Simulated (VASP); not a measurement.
# Co (P6_3/mmc) in VASP: band structure with PBE

Aim: the band structure of Co with PBE.

Program: VASP 6.6.1. These are calculated values, not measurements. Logs are shortened: lines on timing, memory, paths and dates and some standing lists are left out, and cuts for length are marked.

### 1 Starting point

It takes space group P6_3/mmc (No. 194, hexagonal). The conventional cell has a = 2.485 Å, b = 2.485 Å, c = 4.041 Å, α = 90.00°, β = 90.00°, γ = 120.00°. Co (site symmetry -6m2) is surrounded by 12 Co at 2.48 Å.

### 2 Band structure, PBE, collinear spin, ferromagnetic start

POSCAR

```
Co                                      
1.0
    2.4848841314      0.0000000000      0.0000000000
   -1.2424420657      2.1519727857      0.0000000000
    0.0000000000      0.0000000000      4.0405946071
  Co            
     2
Direct
     0.3333333300000021    0.6666666699999979    0.2500000000000000
     0.6666666699999979    0.3333333300000021    0.7500000000000000
```

INCAR.step1

```
SYSTEM = Co
  PREC = Accurate
  ENCUT = 520
  EDIFF = 1E-7
  ISMEAR = 0
  SIGMA = 0.1
  LREAL = .FALSE.
  LASPH = .TRUE.
  NELM = 100
  ALGO = Normal
  ISIF = 2
  LWAVE = .FALSE.
  LCHARG = .TRUE.
  ISPIN = 2
  MAGMOM = 1.5 1.5
  LORBIT = 11
  LMAXMIX = 4
  GGA = PE
  NBANDS = 20
```

KPOINTS.step1

```
regular mesh
0
G
  6 6 4
  0 0 0
```

INCAR.step2

```
SYSTEM = Co
  PREC = Accurate
  ENCUT = 520
  EDIFF = 1E-7
  ISMEAR = 0
  SIGMA = 0.05
  LREAL = .FALSE.
  LASPH = .TRUE.
  NELM = 100
  ALGO = Normal
  ISIF = 2
  LWAVE = .FALSE.
  LCHARG = .FALSE.
  ISPIN = 2
  MAGMOM = 1.5 1.5
  LORBIT = 11
  LMAXMIX = 4
  GGA = PE
  NBANDS = 20
  ICHARG = 11
```

KPOINTS.step2

```
path GMKGALHA,LM,KH
10
line-mode
reciprocal
 0.0000000000  0.0000000000  0.0000000000  G
 0.5000000000  0.0000000000  0.0000000000  M

 0.5000000000  0.0000000000  0.0000000000  M
 0.3333333333  0.3333333333  0.0000000000  K

 0.3333333333  0.3333333333  0.0000000000  K
 0.0000000000  0.0000000000  0.0000000000  G

 0.0000000000  0.0000000000  0.0000000000  G
 0.0000000000  0.0000000000  0.5000000000  A

 0.0000000000  0.0000000000  0.5000000000  A
 0.5000000000  0.0000000000  0.5000000000  L

 0.5000000000  0.0000000000  0.5000000000  L
 0.3333333333  0.3333333333  0.5000000000  H

 0.3333333333  0.3333333333  0.5000000000  H
 0.0000000000  0.0000000000  0.5000000000  A

 0.5000000000  0.0000000000  0.5000000000  L
 0.5000000000  0.0000000000  0.0000000000  M

 0.3333333333  0.3333333333  0.0000000000  K
 0.3333333333  0.3333333333  0.5000000000  H
```

Potentials or basis: VASP PAW PBE potentials, release 64 (Co).

On the command line:

```sh
$ cat potpaw_PBE.64/Co/POTCAR > POTCAR
$ cp INCAR.step1 INCAR
$ cp KPOINTS.step1 KPOINTS
$ mpirun -np 1 vasp_std > vasp.out
$ cp INCAR.step2 INCAR
$ cp KPOINTS.step2 KPOINTS
$ mpirun -np 1 vasp_std > vasp.out
```

OUTCAR:

```text
SYSTEM = Co
   PREC = Accurate
   ENCUT = 520
   EDIFF = 1E-7
   ISMEAR = 0
   LREAL = .FALSE.
   LASPH = .TRUE.
   NELM = 100
   ISIF = 2
   ISPIN = 2
   LORBIT = 11
   GGA = PE
   ICHARG = 11

 ion  position               nearest neighbor table
   1  0.333  0.667  0.250-   2 2.48   2 2.48   2 2.48   2 2.48   2 2.48   2 2.48
   2  0.667  0.333  0.750-   1 2.48   1 2.48   1 2.48   1 2.48   1 2.48   1 2.48

  LATTYP: Found a hexagonal cell.
 ALAT       =     2.4848841314
 C/A-ratio  =     1.6260696248

  Lattice vectors:

 A1 = (   2.4848841314,   0.0000000000,   0.0000000000)
 A2 = (  -1.2424420657,   2.1519727857,   0.0000000000)
 A3 = (   0.0000000000,   0.0000000000,   4.0405946071)

Analysis of symmetry for initial positions (statically):
=====================================================================
 Subroutine PRICEL returns:
 Original cell was already a primitive cell.

 Routine SETGRP: Setting up the symmetry group for a
 hexagonal supercell.

 Subroutine GETGRP returns: Found 24 space group operations
 (whereof 12 operations were pure point group operations)
 out of a pool of 24 trial point group operations.

The static configuration has the point symmetry D_3d.
 The point group associated with its full space group is D_6h.

Analysis of symmetry for dynamics (positions and initial velocities):
=====================================================================
 Subroutine PRICEL returns:
 Original cell was already a primitive cell.

 Routine SETGRP: Setting up the symmetry group for a
 hexagonal supercell.

 Subroutine GETGRP returns: Found 24 space group operations
 (whereof 12 operations were pure point group operations)
 out of a pool of 24 trial point group operations.

The dynamic configuration has the point symmetry D_3d.
 The point group associated with its full space group is D_6h.

Analysis of structural, dynamic, and magnetic symmetry:
=====================================================================
 Subroutine PRICEL returns:
 Original cell was already a primitive cell.

 Routine SETGRP: Setting up the symmetry group for a
 hexagonal supercell.

 Subroutine GETGRP returns: Found 24 space group operations
 (whereof 12 operations were pure point group operations)
 out of a pool of 24 trial point group operations.

The overall configuration has the point symmetry D_3d.
 The point group associated with its full space group is D_6h.

 Subroutine INISYM returns: Found 24 space group operations
 (whereof 12 operations are pure point group operations),
 and found     1 'primitive' translations

----------------------------------------------------------------------------------------

[... 106 lines left out ...]
  volume/ion in A,a.u.               =      10.80        72.90
  Fermi-wavevector in a.u.,A,eV,Ry     =   1.540410  2.910952 32.284751  2.372862
  Thomas-Fermi vector in A             =   2.646501
   LORBIT       =     11    0 simple, 1 ext, 2 COOP (PROOUT), +10 PAW based schemes
   GGA     = PE    functional components
   LHFCALC =     F    Hartree Fock is set to
   AEXX    =    0.0000 exact exchange contribution
   IVDW    =     0    specifies the selected vdW correction
   LEPSILON=     F    determine dielectric tensor
   LRPA    =     F    only Hartree local field effects (RPA)
 spin polarized calculation
 Gauss-broadening in eV      SIGMA  =   0.05
  energy-cutoff  :      520.00
  volume of cell :       21.61
 maximum number of plane-waves:       596

 number of electron      18.0000006 magnetization       3.1955631

 Free energy of the ion-electron system (eV)
  ---------------------------------------------------
  ext. energy  EPLUGINS =         0.00000000
  ---------------------------------------------------
  free energy    TOTEN  =       -14.28995586 eV

  energy without entropy =      -14.28687501  energy(sigma->0) =      -14.28841544

 E-fermi :  10.2072     XC(G=0): -13.4272

 val. band max:       10.1967919528   @ k =   0.0000   0.0000   0.0556
 cond. band min:      10.2183119580   @ k =   0.3333   0.0000   0.5000
 fundamental gap:      0.0215200052
 Fermi energy:        10.2072431831

 spin component 1

 k-point     1 :       0.0000    0.0000    0.0000
  band No.  band energies     occupation
      1       1.3786      1.00000
      2       5.1735      1.00000
      3       7.6888      1.00000
      4       7.7547      1.00000
      5       7.7547      1.00000
      6       8.0633      1.00000
[... 541 lines left out ...]
     19      30.3051      0.00000
     20      40.0173      0.00000

 [... further k-points ...]

 spin component 2

 k-point     1 :       0.0000    0.0000    0.0000
  band No.  band energies     occupation
      1       1.3846      1.00000
      2       6.0987      1.00000
      3       9.2920      1.00000
      4       9.3699      1.00000
      5       9.3699      1.00000
      6       9.7303      1.00000
[... 541 lines left out ...]
     19      30.6495      0.00000
     20      40.2287      0.00000

 [... further k-points ...]
[... 5 lines left out ...]
  --------------------------------------------------------------------------------------
  -------------------------------------------------------------------------------------
  Total        5.6032841      5.6032841      8.8265415      0.0000000     -0.0000000      0.0000000
  in kB      415.4942609    415.4942618    654.5049721      0.0000000     -0.0000000      0.0000000
  external PRESSURE =     495.1644983 kB  Pullay stress =       0.0000000 kB

 VOLUME and BASIS-vectors are now :
 -----------------------------------------------------------------------------
  energy-cutoff  :      520.00
  volume of cell :       21.61
      direct lattice vectors                 reciprocal lattice vectors
     2.484884131  0.000000000  0.000000000     0.402433251  0.232344946  0.000000000
    -1.242442066  2.151972786  0.000000000     0.000000000  0.464689891  0.000000000
     0.000000000  0.000000000  4.040594607     0.000000000  0.000000000  0.247488327

 POSITION                                       TOTAL-FORCE (eV/Angst)
 -----------------------------------------------------------------------------------
     -0.00000      1.43465      1.01015         0.000000      0.000000      0.000000
      1.24244      0.71732      3.03045        -0.000000     -0.000000      0.000000
 -----------------------------------------------------------------------------------
    total drift:                               -0.000000      0.000000     -0.000000

  FREE ENERGIE OF THE ION-ELECTRON SYSTEM (eV)
  ---------------------------------------------------
  free  energy   TOTEN  =       -14.2899558620 eV

  energy  without entropy=      -14.2868750117  energy(sigma->0) =      -14.28841544

 total charge

# of ion       s       p       d       tot
------------------------------------------
    1        0.481   0.491   7.329   8.301
    2        0.481   0.491   7.329   8.301
--------------------------------------------------
tot          0.963   0.981  14.657  16.601

 magnetization (x)

# of ion       s       p       d       tot
------------------------------------------
    1       -0.014  -0.050   1.721   1.657
    2       -0.014  -0.050   1.721   1.657
--------------------------------------------------
tot         -0.029  -0.100   3.442   3.313
```

OSZICAR.step1:

```text
N       E                     dE             d eps       ncg     rms          rms(c)
DAV:   1     0.898514242932E+02    0.89851E+02   -0.78665E+03  1704   0.120E+03
DAV:   2    -0.111551013732E+02   -0.10101E+03   -0.90744E+02  1692   0.219E+02
DAV:   3    -0.161738648314E+02   -0.50188E+01   -0.47835E+01  1956   0.591E+01
DAV:   4    -0.162476648599E+02   -0.73800E-01   -0.73739E-01  2076   0.635E+00
DAV:   5    -0.162498546119E+02   -0.21898E-02   -0.21896E-02  1928   0.105E+00    0.148E+01
DAV:   6    -0.145456211628E+02    0.17042E+01   -0.73632E+00  1876   0.570E+01    0.796E+00
DAV:   7    -0.141282784566E+02    0.41734E+00   -0.11790E+00  1960   0.208E+01    0.379E+00
DAV:   8    -0.141155289038E+02    0.12750E-01   -0.16919E-02  2164   0.103E+00    0.193E+00
DAV:   9    -0.141008172150E+02    0.14712E-01   -0.19635E-03  2620   0.809E-01    0.657E-01
DAV:  10    -0.141005075492E+02    0.30967E-03   -0.14222E-03  2100   0.549E-01    0.130E-01
DAV:  11    -0.141006628170E+02   -0.15527E-03   -0.15689E-04  2092   0.160E-01    0.412E-02
DAV:  12    -0.141006583992E+02    0.44178E-05   -0.12869E-05  1880   0.348E-02    0.191E-02
DAV:  13    -0.141006560633E+02    0.23359E-05   -0.17260E-06  2600   0.233E-02    0.138E-02
DAV:  14    -0.141006566212E+02   -0.55785E-06   -0.50042E-07  1772   0.818E-03    0.615E-03
DAV:  15    -0.141006561196E+02    0.50155E-06   -0.65507E-08  1052   0.420E-03    0.760E-04
DAV:  16    -0.141006560667E+02    0.52881E-07   -0.99794E-09   880   0.100E-03
   1 F= -.14100656E+02 E0= -.14095431E+02  d E =-.104501E-01  mag=     3.1956
```

Run time: 80 s. Hardware: 1 thread of Intel Xeon Platinum 8259CL at 2.50GHz (Skylake/Cascade Lake), shared host; peak memory 0.17 GiB.

What came out:

| Quantity | Value |
| --- | --- |
| Band gap along the path | none (metal or under the smearing width) |
| Net moment | 3.20 μB per cell |

Levels at the corners of the path, in eV from the Fermi level:
Spin up:
| point | band 8 | band 9 | band 10 | band 11 | band 12 | band 13 |
| --- | --- | --- | --- | --- | --- | --- |
| Γ | -1.88 | -1.88 | -0.80 | -0.80 | -0.13 | 6.34 |
| M | -0.63 | -0.58 | -0.48 | 1.36 | 3.39 | 9.70 |
| M | -0.63 | -0.58 | -0.48 | 1.36 | 3.39 | 9.70 |
| K | -0.89 | -0.89 | -0.81 | 4.56 | 5.39 | 5.39 |
| K | -0.89 | -0.89 | -0.81 | 4.56 | 5.39 | 5.39 |
| Γ | -1.88 | -1.88 | -0.80 | -0.80 | -0.13 | 6.34 |
| Γ | -1.88 | -1.88 | -0.80 | -0.80 | -0.13 | 6.34 |
| A | -2.61 | -1.11 | -1.11 | -1.11 | -1.11 | 14.95 |
| A | -2.61 | -1.11 | -1.11 | -1.11 | -1.11 | 14.95 |
| L | -1.03 | -0.54 | -0.54 | 1.63 | 1.63 | 7.34 |
| L | -1.03 | -0.54 | -0.54 | 1.63 | 1.63 | 7.34 |
| H | -1.86 | -0.73 | -0.73 | 5.78 | 5.78 | 7.38 |
| H | -1.86 | -0.73 | -0.73 | 5.78 | 5.78 | 7.38 |
| A | -2.61 | -1.11 | -1.11 | -1.11 | -1.11 | 14.95 |
| L | -1.03 | -0.54 | -0.54 | 1.63 | 1.63 | 7.34 |
| M | -0.63 | -0.58 | -0.48 | 1.36 | 3.39 | 9.70 |
| K | -0.89 | -0.89 | -0.81 | 4.56 | 5.39 | 5.39 |
| H | -1.86 | -0.73 | -0.73 | 5.78 | 5.78 | 7.38 |
Spin down:
```csv
point,band 4,band 5,band 6,band 7,band 8,band 9,band 10,band 11
Γ,-0.93,-0.93,-0.57,-0.57,-0.18,-0.12,-0.12,1.08
M,-1.81,-1.07,-1.03,-0.62,1.23,1.33,1.39,2.57
M,-1.81,-1.07,-1.03,-0.62,1.23,1.33,1.39,2.57
K,-2.62,-1.35,-1.35,-0.30,0.91,0.91,1.07,5.34
K,-2.62,-1.35,-1.35,-0.30,0.91,0.91,1.07,5.34
Γ,-0.93,-0.93,-0.57,-0.57,-0.18,-0.12,-0.12,1.08
Γ,-0.93,-0.93,-0.57,-0.57,-0.18,-0.12,-0.12,1.08
A,-1.55,-0.99,-0.99,-0.99,-0.99,0.74,0.74,0.74
A,-1.55,-0.99,-0.99,-0.99,-0.99,0.74,0.74,0.74
L,-2.37,-0.02,-0.02,0.27,0.27,1.33,1.33,2.24
L,-2.37,-0.02,-0.02,0.27,0.27,1.33,1.33,2.24
H,-2.50,-1.71,-1.71,-0.16,-0.16,1.10,1.10,6.41
H,-2.50,-1.71,-1.71,-0.16,-0.16,1.10,1.10,6.41
A,-1.55,-0.99,-0.99,-0.99,-0.99,0.74,0.74,0.74
L,-2.37,-0.02,-0.02,0.27,0.27,1.33,1.33,2.24
M,-1.81,-1.07,-1.03,-0.62,1.23,1.33,1.39,2.57
K,-2.62,-1.35,-1.35,-0.30,0.91,0.91,1.07,5.34
H,-2.50,-1.71,-1.71,-0.16,-0.16,1.10,1.10,6.41
```

Caveat: the k mesh is coarse (spacing up to 0.49 Å⁻¹), so the values aren't converged; the log is that of the step along the path at fixed density, whose energy, stress, charges and moments have no meaning.
